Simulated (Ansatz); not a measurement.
# Calculated with Ansatz: Sc, relaxation

The command:

```bash
ansatz run input.yaml --threads 2 --pin off --max-ram 2560MiB --backend cpu --events-out ev --progress --plain --runs-dir out
```

input.yaml:

```yaml
crystal:
  lattice:
    - [0.0, 2.123348, 2.123348]
    - [2.123348, 0.0, 2.123348]
    - [2.123348, 2.123348, 0.0]
  atoms:
    - { symbol: Sc, position: [0.0, 0.0, 0.0] }
  symmetry: { tolerance: 0.0003 }
kpoints:
  mp_grid: { grid: [14, 14, 14], shift: [0, 0, 0] }
magnetization:
  spin_polarized: false
scf:
  occupations: { method: gaussian, width: 0.086 }
  lower_state_search: "off"
hamiltonian:
  pseudopotentials: { kind: paw }
  xc: r2scan
basis:
  ecutwfc: 500
  fft_grid_basis: typed
relax:
  max_steps: 40
  cell: { p_target: 0.0 }
output:
  forces: true
  stress: true
  eigenvalues: true
  bader: true
  populations: true
  elf: true
  write_potential: true
  volumetric_format: npy
  dos:
    e_range: [-12, 8]
    de: 0.05
    projected: { site_lists: { Sc: [Sc] } }
  write_density: true
checkpoint:
  read: saved_state
```

Origin of the cell: a known structure type with other elements, at an estimated volume, so it need not be a known compound.

The saved state is a converged single point of the same cell.

Steps («new basis» is an SCF on plane waves selected anew at the same cell):

| step | ΔF (meV/atom) | max force component (eV/Å) | P (GPa) | volume (Å³) | SCF iterations | step was |
| --- | --- | --- | --- | --- | --- | --- |
| 1 | 0.0 | 0.000 | 20.77 | 19.15 | 4 | accepted |
| 2 | -250.3 | 0.000 | 7.88 | 22.09 | 7 | accepted |
| 3 | -313.0 | 0.000 | 1.53 | 24.37 | 6 | accepted |
| 4 | -315.9 | 0.000 | 0.18 | 24.99 | 4 | accepted |
| 5 | -315.9 | 0.000 | 0.00 | 25.07 | 3 | accepted |
| 6 | -320.9 | 0.000 | 0.05 | 25.07 | 6 | new basis |

The starting structure.

Space group Fm-3m (No. 225); the run's cell has a = 3.003 Å, b = 3.003 Å, c = 3.003 Å, α = 60.00°, β = 60.00°, γ = 60.00°. Shortest distances: Sc–Sc 3.00 Å.

The relaxed structure.

Space group Fm-3m (No. 225); the run's cell has a = 3.285 Å, b = 3.285 Å, c = 3.285 Å, α = 60.00°, β = 60.00°, γ = 60.00°. Shortest distances: Sc–Sc 3.29 Å.

```xyz
1
Lattice="0.0000 2.3230 2.3230 2.3230 0.0000 2.3230 2.3230 2.3230 0.0000" Properties=species:S:1:pos:R:3 pbc="T T T"
Sc    0.0000    0.0000    0.0000
```

```
Free energy lowered by  : 320.9 meV/atom
Volume change           : 30.94 %
Final pressure          : 0.05 GPa
Relaxation steps listed : 6
```

Caveats: no moments, though an odd count or open d shells may carry them; the relaxation held the start's symmetry, so the end may be a saddle point.

The run took 8.3 s of wall time on 2 CPU thread(s) of a shared host, from a saved density.
